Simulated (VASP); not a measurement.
A run of VASP 6.6.1:

INCAR

```
PREC = Accurate
ENCUT = 520
EDIFF = 1E-7
ISMEAR = -1
SIGMA = 0.02
LREAL = False
LASPH = True
NELM = 100
ALGO = Fast
ISIF = 2
LWAVE = False
LCHARG = False
GGA = PE
NBANDS = 17
```

File KPOINTS:

```
regular mesh
0
Gamma
  8 8 8
```

POSCAR

```
TePb
1.0
    0.0000000000      3.2678368520      3.4452803931
    3.2678368520      0.0000000000      3.4452803931
    3.2678368520      3.2678368520      0.0000000000
Pb Te
1 1
Direct
    0.0000000000      0.0000000000      0.0000000000
    0.5000000000      0.5000000000      0.5000000000
```

Potentials or basis: VASP PAW PBE potentials, release 64 (Pb_d, Te).

Run with:

```bash
$ cat potpaw_PBE.64/Pb_d/POTCAR potpaw_PBE.64/Te/POTCAR > POTCAR
$ mpirun -np 1 vasp_std > vasp.out
```

Hardware: 1 thread of Intel(R) Xeon(R) Platinum 8488C (Sapphire Rapids) (shared host).

How long does it take, and how much memory?

It took 76 s on 1 thread of Intel(R) Xeon(R) Platinum 8488C (Sapphire Rapids), on a shared host, peak memory 0.25 GiB. Counts: scf iterations 15, k points 59.
